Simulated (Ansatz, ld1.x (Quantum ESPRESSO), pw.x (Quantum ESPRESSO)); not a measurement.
What a changed setting does to a pw.x run (fcc Os)

Potential: norm-conserving Troullier–Martins (Kleinman–Bylander form), ld1.x (Quantum ESPRESSO) 7.5, PBE; core [Xe] 4f14, reference 5d6 6s1 6p1; waves: 6s (bound): rc 3.86 bohr; 6p (bound): rc 3.10 bohr; 5d (bound): rc 1.75 bohr; local part: all-electron potential smoothed inside 2.50 bohr (lloc = -1); core correction: none.

The reference run (k-mesh 15³, cutoffs 50/200 Ry, Fermi–Dirac 0.01 Ry, mixing_beta 0.4, conv_thr 1e-9, no spin) gives -1.11 GPa at 14.323 Å³/atom, where all-electron LAPW gives 0.41 GPa. This run, with its own iteration cap, changes smearing to gauss.

```
&control
  calculation='scf', prefix='x', pseudo_dir='./', outdir='./tmp', tstress=.true., disk_io='none'
/
&system
  ibrav=0, nat=1, ntyp=1, ecutwfc=50, ecutrho=200, nbnd=11,
  occupations='smearing', smearing='gauss', degauss=0.01
/
&electrons
  conv_thr=1e-09, mixing_beta=0.4, electron_maxstep=50
/
ATOMIC_SPECIES
Os 1.0 Os.UPF
CELL_PARAMETERS angstrom
  0.00000000 1.92753083 1.92753083
  1.92753083 0.00000000 1.92753083
  1.92753083 1.92753083 0.00000000
ATOMIC_POSITIONS crystal
Os 0.0000 0.0000 0.0000
K_POINTS automatic
15 15 15 0 0 0
```

```bash
pw.x < Os.scf.in > Os.scf.out
```

Question: How does the run end?

Answer: It converges in 7 iterations; the free energy moves by +18.0 meV/atom and the pressure by -0.39 GPa. Gaussian smearing of the same width is narrower in effect than Fermi–Dirac, so its quadratic term in F is smaller.

```
Message from routine setup:
     using ibrav=0 with symmetry is DISCOURAGED, use correct ibrav instead
     lattice parameter (alat)  =       5.1513  a.u.
     unit-cell volume          =      96.6564 (a.u.)^3
     number of electrons       =         8.00
     number of Kohn-Sham states=           11
     kinetic-energy cutoff     =      50.0000  Ry
     charge density cutoff     =     200.0000  Ry
     scf convergence threshold =      1.0E-09
     Exchange-correlation= PBE
     number of k points=   120  Gaussian smearing, width (Ry)=  0.0100
     iteration #  1     ecut=    50.00 Ry     beta= 0.40
     total energy              =     -30.69366742 Ry
     estimated scf accuracy    <       0.09522559 Ry
     iteration #  2     ecut=    50.00 Ry     beta= 0.40
     total energy              =     -30.69517301 Ry
     estimated scf accuracy    <       0.01042607 Ry
     iteration #  3     ecut=    50.00 Ry     beta= 0.40
     total energy              =     -30.69702504 Ry
     estimated scf accuracy    <       0.00010004 Ry
     iteration #  4     ecut=    50.00 Ry     beta= 0.40
     total energy              =     -30.69703838 Ry
     estimated scf accuracy    <       0.00001172 Ry
     iteration #  5     ecut=    50.00 Ry     beta= 0.40
     total energy              =     -30.69704020 Ry
     estimated scf accuracy    <       0.00000055 Ry
     iteration #  6     ecut=    50.00 Ry     beta= 0.40
     total energy              =     -30.69704026 Ry
     estimated scf accuracy    <          2.1E-09 Ry
     iteration #  7     ecut=    50.00 Ry     beta= 0.40
     the Fermi energy is    18.4081 ev
!    total energy              =     -30.69704027 Ry
     estimated scf accuracy    <          5.6E-10 Ry
     smearing contrib. (-TS)   =      -0.00040958 Ry
     The total energy is F=E-TS. E is the sum of the following terms:
     one-electron contribution =      14.97013036 Ry
     hartree contribution      =       0.98147098 Ry
     xc contribution           =      -6.36947554 Ry
     ewald contribution        =     -40.27875648 Ry
     convergence has been achieved in   7 iterations
          total   stress  (Ry/bohr**3)                   (kbar)     P=      -15.08
     Message from routine punch:
     Nothing written, as per user request (disk_io='none')
```

The run took about 8.2 s on one core of a shared host (Neoverse-V1, 32 threads, 247 GiB, load 27).
